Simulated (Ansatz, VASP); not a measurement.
This is a calculation of LiH for Ansatz 0.2.0. 

Contents of input.yaml:

```yaml
crystal:
  lattice:
    - [0.0, 2.03675, 2.03675]
    - [2.03675, 0.0, 2.03675]
    - [2.03675, 2.03675, 0.0]
  atoms:
    - { symbol: Li, position: [0.0, 0.0, 0.0] }
    - { symbol: H, position: [0.5, 0.5, 0.5] }
kpoints:
  mp_grid: { grid: [11, 11, 11] }
scf:
  occupations: { method: gaussian, width: 0.05 }
hamiltonian:
  xc: rpbe
  pseudopotentials: { kind: all_electron, lapw: { basis_error: 0.001 } }
output:
  forces: true
  stress: true
  eigenvalues: true
```

Potentials or basis: all-electron LAPW, scalar-relativistic.

The run is started by

```bash
$ ansatz run input.yaml --threads 1 --pin off --max-ram 3072MiB --backend cpu --events-out ev --progress --plain --runs-dir out
```

**Question.** What does the same run look like in VASP 6.6.1? Potentials or basis there: PBE PAW files H_GW, Li_GW, 550 eV.

**Answer.** As run (cutoffs and basis follow the program's own potentials, and thresholds, step limits or extra output files can differ):

Contents of INCAR:

```
SYSTEM = LiH
  ALGO = Normal
  EDIFF = 1E-6
  ENCUT = 550
  GGA = RP
  ISIF = 2
  ISMEAR = 0
  LASPH = .TRUE.
  LCHARG = .TRUE.
  LELF = .TRUE.
  LREAL = .FALSE.
  LVHAR = .TRUE.
  LWAVE = .FALSE.
  NBANDS = 8
  NELM = 100
  PREC = Accurate
  SIGMA = 0.05
```

File KPOINTS:

```
k-points
0
G
  11 11 11
  0 0 0
```

The input POSCAR:

```
LiH
1.0
    0.0000000000      2.0367500000      2.0367500000
    2.0367500000      0.0000000000      2.0367500000
    2.0367500000      2.0367500000      0.0000000000
Li H
1 1
Direct
    0.0000000000      0.0000000000      0.0000000000
    0.5000000000      0.5000000000      0.5000000000
```

Potentials or basis: VASP PAW PBE potentials, release 64 (Li_GW, H_GW).

Run with:

```sh
$ cat potpaw_PBE.64/Li_GW/POTCAR potpaw_PBE.64/H_GW/POTCAR > POTCAR
$ mpirun -np 1 vasp_std > vasp.out
```

Both were run:

|  | Ansatz | VASP |
| --- | --- | --- |
| Pressure | -0.1 GPa | -0.4 GPa |

VASP's potentials were made for PBE.

Where Ansatz's input types no cutoff or centring, it takes its own default and a Γ-centred mesh.

Pressure is positive in compression.
